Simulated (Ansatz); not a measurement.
Runs of Ansatz 0.2.0 on BaTiO3. The typed cell holds 10 atoms: a = 3.803 Å, b = 4.131 Å, c = 7.975 Å, α = 89.10°, β = 88.33°, γ = 89.36°. 

| level | gap on the mesh (eV) | pressure (GPa) | relaxed volume (Å³/atom) |
| --- | --- | --- | --- |
| PBEsol+D4 | 2.27 | 0.0 | (a) |
| PBEsol+D3(BJ)-ATM | 2.19 | 0.0 | (c) |
| PBEsol | 2.35 | 0.0 | 12.69 |
| PBEsol+D3(BJ) | (b) | 0.0 | 12.35 |

Alike in all rows: task relaxation of cell and atoms; potentials or basis Ansatz PAW; no spin polarisation; cell relaxed from: all atoms moved at random, sigma 0.25 Å a component, cell strained at random, sigma 0.06; k mesh 7 × 7 × 4; cutoff (eV) 420; smearing fermi-dirac 0.05 eV.

**Question.** Estimate the missing entries.

**Answer.** (a) 12.52; (b) 2.17; (c) 12.39.

Caveats: odd divisions of the mesh miss points on the zone boundary, where band edges often lie, so the gap on the mesh can be too wide; the plane-wave basis is chosen anew once the cell has moved, so the energies of steps on either side of that aren't comparable; spin-orbit coupling is left out, which moves the levels of the heavy elements; the PAW data sets come from PBE, with cores solved anew for the run's functional, which leaves a small shift of forces and pressure.

A k mesh can miss the band edges, and the runs leave out spin-orbit coupling on Ba.
